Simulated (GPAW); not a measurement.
**How the form of the self-energy moves the gap of KI (Fm-3m)**

Wanted: the gap of KI (Fm-3m) under several approximations, with cost.

Program: GPAW 26.7.0. Level of theory: PBE and many-body steps on it, plane waves. Results are calculated unless marked as measured.

This is a report of a sequence of runs, with most program output left out.

**1. The structure**

The structure is cubic, space group Fm-3m (No. 225). The conventional cell has a = 7.066 Å, b = 7.066 Å, c = 7.066 Å, α = 90.00°, β = 90.00°, γ = 90.00°. Nearest to K lie 6 I at 3.53 Å. Nearest to I lie 6 K at 3.53 Å. Farther neighbours and most contacts between anions are not listed.

As a file:

```cif
data_structure
_symmetry_space_group_name_H-M 'Fm-3m'
_symmetry_Int_Tables_number 225
_cell_length_a 7.0655
_cell_length_b 7.0655
_cell_length_c 7.0655
_cell_angle_alpha 90.000
_cell_angle_beta 90.000
_cell_angle_gamma 90.000
_cell_volume 352.73
loop_
_atom_site_label
_atom_site_type_symbol
_atom_site_symmetry_multiplicity
_atom_site_Wyckoff_symbol
_atom_site_fract_x
_atom_site_fract_y
_atom_site_fract_z
_atom_site_occupancy
K1 K 4 a 0.00000 0.00000 0.00000 1
I1 I 4 b 0.50000 0.00000 0.00000 1
```

The cell and positions come from the Crystallography Open Database and are kept as given unless a step says otherwise. Spin-orbit coupling is left out unless a step names it.

**2. Empty states on the mesh, 4×4×4 mesh, 473 bands**

This step: GPAW 26.7.0; DFT, PBE, plane waves, PAW.

The sums over transitions need many empty states on a uniform mesh; this step solves for them.

The input, run.py:

```python
import json
import numpy as np
from gpaw.mpi import world
from gpaw import GPAW

calc = GPAW('gs.gpw').fixed_density(kpts={'size': (4, 4, 4), 'gamma': True},
    parallel={'domain': 1, 'band': 1},
    txt='nscf.txt')
calc.diagonalize_full_hamiltonian(nbands=473)
calc.write('full.gpw', mode='all')
res = {}
kpts = calc.get_ibz_k_points()
res['kpts'] = kpts
res['eigenvalues'] = [calc.get_eigenvalues(kpt=k) for k in range(len(kpts))]
res['n_electrons'] = calc.get_number_of_electrons()

if world.rank == 0:
    with open('result.json', 'w') as f:
        json.dump(res, f, default=lambda x: x.tolist())
```

Command:

```console
> mpirun -n 4 gpaw python run.py
```

Run time: 21 s. Hardware: 4 MPI ranks of Arm Neoverse V1, shared host; peak memory 1.9 GiB.

This step gave:

| Item | Value |
| --- | --- |
| gap | 3.977 eV |
| k of the valence top | 0, 0, 0 |
| k of the conduction bottom | 0, 0, 0 |
| least direct gap | 3.977 eV |
| k points computed | 8 |
| lowest point of the top converged band, above the valence top | 167.6972 eV |

On this mesh the gap is 3.977 eV.

**3. G0W0, Godby-Needs plasmon pole**

Now the one-shot GW correction: screening in the RPA, then the self-energy of the levels asked for.

This step: G0W0 with a vertex from the rALDA kernel on PBE, plane waves, PAW.

The input, run.py:

```python
import json
import numpy as np
from gpaw.mpi import world
from gpaw.response.g0w0 import G0W0

gw = G0W0('full.gpw',
    filename='gw',
    kpts=[0],
    bands=(6, 10),
    ecut=175,
    nbands=463,
    integrate_gamma='WS',
    ppa=True,
    xc='rALDA',
    fxc_mode=None,
    fxc_modes=['GWP', 'GWS', 'GWG'],
    do_GW_too=True)
gw.calculate()
res = {mode: {k: v for k, v in r.items() if k != 'sigma_eskwn'}
       for mode, r in gw.all_results.items()}

if world.rank == 0:
    with open('result.json', 'w') as f:
        json.dump(res, f, default=lambda x: x.tolist())
```

Command:

```console
> mpirun -n 4 gpaw python run.py
```

Run time: 23 min. Hardware: 4 MPI ranks; peak memory 8 GiB.

This step gave:

| Quantity | Value |
| --- | --- |
| gap with the vertex in the polarisability | 5.955 eV |
| gap with the vertex in the self-energy | 6.255 eV |
| gap with the vertex in both | 6.090 eV |
| G0W0 gap on the points computed | 6.139 eV |
| least direct G0W0 gap on the computed points | 6.139 eV |
| Z at the valence top | 0.8206 |
| Z at the conduction bottom | 0.8602 |
| starting gap on the mesh | 3.977 eV |
| k of the valence top | 0, 0, 0 |
| k of the conduction bottom | 0, 0, 0 |

The gap on the mesh goes from 3.98 eV to 6.14 eV, a correction of +2.16 eV.

**4. G0W0 with rALDA vertex**

Edit run.py of step 3 so:

```diff
@@ -9,4 +9,4 @@
     bands=(6, 10),
-    ecut=175,
-    nbands=463,
+    ecut=105,
+    nbands=215,
     integrate_gamma='WS',
@@ -14,5 +14,3 @@
     xc='rALDA',
-    fxc_mode=None,
-    fxc_modes=['GWP', 'GWS', 'GWG'],
-    do_GW_too=True)
+    fxc_mode='GWG')
 gw.calculate()
```

Command:

```console
> mpirun -n 4 gpaw python run.py
```

Wall time 3.7 min (4 MPI ranks); peak memory 4.2 GiB; 15 min of CPU time.

This step gave:

- quasiparticle gap on the points computed: 6.068 eV
- least direct quasiparticle gap on the computed points: 6.068 eV
- Z at the valence top: 0.8273
- Z at the conduction bottom: 0.8731
- starting gap on the mesh: 3.977 eV
- k of the valence top: 0, 0, 0
- k of the conduction bottom: 0, 0, 0

Against G0W0 in GPAW (4×4×4 mesh, 463 bands, screening to 175 eV, Godby-Needs plasmon pole), the gap moves by −0.071 eV.

**5. The runs together**

Times are wall times on 4 MPI ranks of Arm Neoverse V1, shared host, good to a factor of about two.

| run | mesh | bands | screening cutoff (eV) | DFT gap (eV) | gap on the mesh (eV) | direct (eV) | time |
| --- | --- | --- | --- | --- | --- | --- | --- |
| G0W0, Godby-Needs plasmon pole | 4×4×4 | 463 | 175 | 3.977 | 6.139 | 6.139 | 23 min |
| G0W0 with rALDA vertex | 4×4×4 | 215 | 105 | 3.977 | 6.068 | 6.068 | 3.7 min |

**6. Outcome**

```yaml
g0w0_godby_needs_plasmon_pole: 6.139 eV
g0w0_with_ralda_vertex: 6.068 eV
known_limits: not at the basis limit; no spin-orbit coupling
```

**Reading.** G0W0 with rALDA vertex: −0.071 eV against G0W0, Godby-Needs plasmon pole, at other bands or cutoff, so not like for like. With the rALDA kernel as a vertex the gap is 5.95 eV (in the polarisability), 6.26 eV (in the self-energy) and 6.09 eV (in both), against 6.14 eV without. Bands and cutoff are finite, so the gap is not at the basis limit. The miss can reach some tenths of an eV and take either sign; the mesh is an error of its own. These stock PAW sets were not made for GW; the filled d or f shell of I lies in the frozen core, which bears on start and correction. In the G0W0 runs levels were corrected at 1 k point alone, so a gap called «on the mesh» is the least over those, and an edge elsewhere would be missed. The many-body steps are scalar-relativistic: spin-orbit coupling is not in them.

[Paths, hosts, dates, memory and timing lines, banners, echoed tables and standing remarks are left out of the program output.]

[Logs are printed without paths, hosts, clocks, repeated set-up lines and the standing remarks that a program may print on its own settings, such as how far it seeks lower states.]

[Runs of the session that timed out or met a known fault of the program may be left out.]

[Hosts, paths, dates, database ids (printed as entryN), source tags and the programs' standing remarks are cut or masked in the printed files.]
